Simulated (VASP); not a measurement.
A run of VASP 6.6.1 is set up as follows.

Contents of INCAR:

```
  PREC = Accurate
  ENCUT = 600
  EDIFF = 1E-6
  ISMEAR = 1
  SIGMA = 0.1
  LREAL = F
  LASPH = T
  NELM = 80
  ALGO = Normal
  ISIF = 3
  LWAVE = F
  LCHARG = F
  METAGGA = R2SCAN
  LMIXTAU = T
  IBRION = 2
  NSW = 90
  EDIFFG = -0.01
```

KPOINTS

```
Automatic mesh
0
Gamma
  18 18 18
```

POSCAR

```
Ru
1.0
   -1.4615672100      1.4615672100      1.4615672100
    1.4615672100     -1.4615672100      1.4615672100
    1.4615672100      1.4615672100     -1.4615672100
Ru
1
Direct
    0.0000000000      0.0000000000      0.0000000000
```

Potentials or basis: VASP PAW PBE potentials, release 64 (Ru_pv).

Launch:

```sh
$ cat potpaw_PBE.64/Ru_pv/POTCAR > POTCAR
$ mpirun -np 1 vasp_std > vasp.out
```

Predict the band gap on the k mesh.

none (metal or under the smearing width).

Predict the relaxed volume.

13.98 Å³/atom.

Predict the relaxed cell.

a = 2.629 Å, b = 2.629 Å, c = 2.629 Å, α = 109.47°, β = 109.47°, γ = 109.47°.

Step by step:
| step | energy change (eV) | largest force (eV/Å) | pressure (GPa) | volume (Å³) |
| --- | --- | --- | --- | --- |
| 1 | 0.0000 | 0.0000 | 45.41 | 12.49 |
| 2 | 1.0362 | 0.0000 | -44.98 | 20.04 |
| 3 | -0.1858 | 0.0000 | -5.34 | 14.24 |
| 4 | -0.1901 | 0.0000 | -0.92 | 14.03 |
| 5 | -0.1902 | 0.0000 | 0.02 | 13.98 |

Caveat: the PAW data sets were made with another functional, which shifts forces and pressure a little.
